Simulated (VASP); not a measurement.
C, 4 atoms in the cell. The structure is hexagonal, space group P6_3/mmc (No. 194). The conventional cell has a = 2.446 Å, b = 2.446 Å, c = 6.551 Å, α = 90.00°, β = 90.00°, γ = 120.00°. C (site symmetry -6m2) has 3 C at 1.41 Å as nearest neighbours. C (site symmetry -6m2) has 3 C at 1.41 Å as nearest neighbours. 

| Quantity | Value |
| --- | --- |
| Program | VASP 6.6.1 |
| Task | band structure |
| Functional | LDA |
| Potentials or basis | VASP PAW LDA potentials, release 64 (C) |
| Cutoff | 520 eV |
| k mesh | 12 × 12 × 4 |
| Occupations | gaussian, width 0.03 eV |
| Spin | no spin polarisation |
| Further INCAR settings | ALGO = Normal; EDIFF = 1e-06; NBANDS = 16 |

Potentials or basis: VASP PAW LDA potentials, release 64 (C).

Launch:

```bash
$ cat potpaw_LDA.64/C/POTCAR > POTCAR
$ mpirun -np 1 vasp_std > vasp.out
```

Hardware: 1 thread of Intel(R) Xeon(R) Platinum 8488C (Sapphire Rapids) (shared host).

Problem. How long does it take, and how much memory?

Solution. It took 39 s on 1 thread of Intel(R) Xeon(R) Platinum 8488C (Sapphire Rapids), on a shared host, peak memory 0.15 GiB. Counts: scf iterations 44, k points 57.
